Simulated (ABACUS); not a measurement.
# Pd (Fm-3m) in ABACUS: notebook

One crystal, Pd, is run at these levels: SOGGA, BLYP, TM; tasks: single point, relaxation of cell and atoms.

All numbers are computed with ABACUS 3.10.1; they aren't measurements. Logs are shortened: lines on timing, memory, paths and dates and some standing lists are left out, and cuts for length are marked.

### Step 1. The crystal as given

It takes space group Fm-3m (No. 225, cubic). Conventional cell: a = 3.893 Å, b = 3.893 Å, c = 3.893 Å, α = 90.00°, β = 90.00°, γ = 90.00°. Around Pd (site symmetry m-3m) lie 12 Pd at 2.75 Å.

### Step 2. Single point, SOGGA

Contents of INPUT:

```
INPUT_PARAMETERS
suffix              Pd
calculation         scf
basis_type          pw
pseudo_dir          ./
symmetry            1
dft_functional      GGA_X_SOGGA+GGA_C_PBE
ecutwfc             82
pseudo_rcut         10
nspin               1
nbands              19
ks_solver           dav
smearing_method     fd
smearing_sigma      0.00367493
scf_thr             1e-08
scf_nmax            100
mixing_type         broyden
mixing_beta         0.7
cal_force           1
cal_stress          1
out_chg             1
out_pot             2
out_elf             1
```

Contents of STRU:

```
ATOMIC_SPECIES
Pd 106.4200 Pd.upf

LATTICE_CONSTANT
1.8897261246

LATTICE_VECTORS
0.0000000000 1.9465000000 1.9465000000
1.9465000000 0.0000000000 1.9465000000
1.9465000000 1.9465000000 0.0000000000

ATOMIC_POSITIONS
Direct

Pd
0.0
1
0.0000000000 0.0000000000 0.0000000000 1 1 1
```

Contents of KPT:

```
K_POINTS
0
Gamma
10 10 10 0 0 0
```

Potentials or basis: Ansatz NC PBE, plane waves.

On the command line:

```sh
$ OMP_NUM_THREADS=1 mpirun -np 4 abacus > log
```

running log:

```text
[... set-up lines left out ...]
 PW ALGORITHM --------------- ION=   1  ELEC=   1--------------------------------

 Density error is 0.320184911555
                          Error Threshold = 0.01
----------------------------------------------------------
     Energy           Rydberg                 eV
----------------------------------------------------------
 E_KohnSham     -270.2203208258      -3676.5360786186
 E_Harris       -277.0943668369      -3770.0622726844
 E_Fermi        1.6034644994         21.8162537320
----------------------------------------------------------

 PW ALGORITHM --------------- ION=   1  ELEC=   2--------------------------------

 Density error is 0.180819651386
                          Error Threshold = 0.00177880506419
----------------------------------------------------------
     Energy           Rydberg                 eV
----------------------------------------------------------
 E_KohnSham     -270.3045603598      -3677.6822162777
 E_Harris       -265.3621483959      -3610.4372517057
 E_Fermi        1.3456109223         18.3079758338
----------------------------------------------------------

 PW ALGORITHM --------------- ION=   1  ELEC=   3--------------------------------

 Density error is 0.000902923722376
                          Error Threshold = 0.00100455361881
----------------------------------------------------------
     Energy           Rydberg                 eV
----------------------------------------------------------
 E_KohnSham     -270.3431198659      -3678.2068452732
 E_Harris       -270.6252944857      -3682.0460279330
 E_Fermi        1.4588036653         19.8480421120
----------------------------------------------------------

 PW ALGORITHM --------------- ION=   1  ELEC=   4--------------------------------

 Density error is 2.50182703767e-05
                          Error Threshold = 5.01624290209e-06
----------------------------------------------------------
     Energy           Rydberg                 eV
----------------------------------------------------------
 E_KohnSham     -270.3435171816      -3678.2122510302
 E_Harris       -270.3574697758      -3678.4020858131
 E_Fermi        1.4509499936         19.7411874264
----------------------------------------------------------

 PW ALGORITHM --------------- ION=   1  ELEC=   5--------------------------------

 Density error is 2.19932439931e-05
                          Error Threshold = 1.38990390981e-07
----------------------------------------------------------
     Energy           Rydberg                 eV
----------------------------------------------------------
 E_KohnSham     -270.3435055967      -3678.2120934101
 E_Harris       -270.3569262794      -3678.3946911662
 E_Fermi        1.4509508506         19.7411990863
----------------------------------------------------------

 PW ALGORITHM --------------- ION=   1  ELEC=   6--------------------------------

 Density error is 1.06609056539e-06
                          Error Threshold = 1.22184688851e-07
----------------------------------------------------------
     Energy           Rydberg                 eV
----------------------------------------------------------
 E_KohnSham     -270.3435089606      -3678.2121391778
 E_Harris       -270.3328485840      -3678.0670973135
 E_Fermi        1.4507433565         19.7383759842
----------------------------------------------------------

 PW ALGORITHM --------------- ION=   1  ELEC=   7--------------------------------

 Density error is 1.83215248881e-07
                          Error Threshold = 5.92272536327e-09
----------------------------------------------------------
     Energy           Rydberg                 eV
----------------------------------------------------------
 E_KohnSham     -270.3435089572      -3678.2121391321
 E_Harris       -270.3391578995      -3678.1529399553
 E_Fermi        1.4508580146         19.7399359880
----------------------------------------------------------

 PW ALGORITHM --------------- ION=   1  ELEC=   8--------------------------------

 Density error is 6.70458578694e-10
                          Error Threshold = 1.01786249378e-09
----------------------------------------------------------
     Energy           Rydberg                 eV
----------------------------------------------------------
 E_KohnSham     -270.3435089922      -3678.2121396086
 E_KS(sigma->0) -270.3429616680      -3678.2046928809
 E_Harris       -270.3432714705      -3678.2089079590
 E_band         -10.1626435794       -138.2698594224
 E_one_elec     -78.0092656664       -1061.3705098592
 E_Hartree      51.3321494689        698.4097233649
 E_xc           -41.7412637176       -567.9190282794
 E_Ewald        -201.9240344288      -2747.3174313796
 E_entropy(-TS) -0.0010946484        -0.0148934553
 E_descf        0.0000000000         0.0000000000
 E_exx          0.0000000000         0.0000000000
 E_Fermi        1.4509317201         19.7409388027
----------------------------------------------------------

 charge density convergence is achieved
 final etot is -3678.2121396 eV
 EFERMI = 19.740938803 eV
The vacuum level is 20.590308208 eV

 STATE ENERGY(eV) AND OCCUPATIONS    NSPIN == 1
 1/47 kpoint (Cartesian) = 0.0000 0.0000 0.0000 (312 pws)
       1       -64.3701     0.00200000
       2       -29.8752     0.00200000
       3       -29.8752     0.00200000
       4       -29.8752     0.00200000
       5        12.3979     0.00200000
       6        16.8581     0.00200000
[... 11 lines left out ...]
      18        49.8700        0.00000
      19        55.1422        0.00000

 2/47 kpoint (Cartesian) = 0.025687 0.025687 0.025687 (313 pws)
       1       -64.3648      0.0160000
       2       -29.9156      0.0160000
       3       -29.8809      0.0160000
       4       -29.8809      0.0160000
       5        12.7558      0.0160000
       6        16.7355      0.0160000
[... 11 lines left out ...]
      18        49.8138        0.00000
      19        54.5557        0.00000

 3/47 kpoint (Cartesian) = 0.051374 0.051374 0.051374 (317 pws)
       1       -64.3511      0.0160000
       2       -30.0206      0.0160000
       3       -29.8959      0.0160000
       4       -29.8959      0.0160000
       5        13.6651      0.0160000
       6        16.6014      0.0160000
[... 11 lines left out ...]
      18        53.9727        0.00000
      19        54.3166        0.00000

 4/47 kpoint (Cartesian) = 0.077061 0.077061 0.077061 (310 pws)
       1       -64.3341      0.0160000
       2       -30.1489      0.0160000
       3       -29.9143      0.0160000
       4       -29.9143      0.0160000
       5        14.3661      0.0160000
       6        17.0834      0.0160000
[... 11 lines left out ...]
      18        54.8238        0.00000
      19        54.8238        0.00000

 5/47 kpoint (Cartesian) = 0.10275 0.10275 0.10275 (305 pws)
       1       -64.3204      0.0160000
       2       -30.2516      0.0160000
       3       -29.9291      0.0160000
       4       -29.9291      0.0160000
       5        14.3962      0.0160000
       6        16.8960      0.0160000
[... 11 lines left out ...]
      18        55.7563        0.00000
      19        55.7563        0.00000

 6/47 kpoint (Cartesian) = 0.12844 0.12844 0.12844 (298 pws)
       1       -64.3151     0.00800000
       2       -30.2906     0.00800000
       3       -29.9348     0.00800000
       4       -29.9348     0.00800000
       5        14.3391     0.00800000
       6        16.8138     0.00800000
[... 11 lines left out ...]
      18        56.3346        0.00000
      19        56.3346        0.00000

[... levels at 41 further k points ...]

------------------------------------------------------------------------------------------
 TOTAL-FORCE (eV/Angstrom)
------------------------------------------------------------------------------------------
                       Pd1         0.0000000000         0.0000000000         0.0000000000
------------------------------------------------------------------------------------------

----------------------------------------------------------------
 TOTAL-STRESS (KBAR)
----------------------------------------------------------------
       -52.1366686941        -0.0000000000         0.0000000000
        -0.0000000000       -52.1366686941         0.0000000000
        -0.0000000000         0.0000000000       -52.1366686941
----------------------------------------------------------------
 TOTAL-PRESSURE: -52.136669 KBAR

 --------------------------------------------
 !FINAL_ETOT_IS -3678.2121396085826746 eV
 --------------------------------------------
```

Wall time 6.5 s (4 MPI ranks of AMD EPYC 9R14 (Zen 4), shared host); peak memory 0.2 GiB.

What came out:

```yaml
Free_energy: -3678.2121 eV
Pressure: -5.2 GPa
Band_gap_on_the_k_mesh: none (metal or under the smearing width)
```

Levels at points of the mesh, in eV from the Fermi level:
```tsv
k point	band 6	band 7	band 8	band 9	band 10	band 11	band 12	band 13
(0.00, 0.00, 0.00)	-2.88	-2.88	-2.88	-1.24	-1.24	16.80	21.56	21.56
(0.50, 0.50, 0.50)	-2.93	-2.93	-0.03	-0.03	0.79	7.24	16.18	20.80
(0.50, 0.50, 0.00)	-5.19	-0.05	0.28	0.28	3.15	10.66	13.01	13.01
```

Caveat: the potentials were made for another functional, which shifts forces and pressure.

(Part 1 of 3 ends here.)
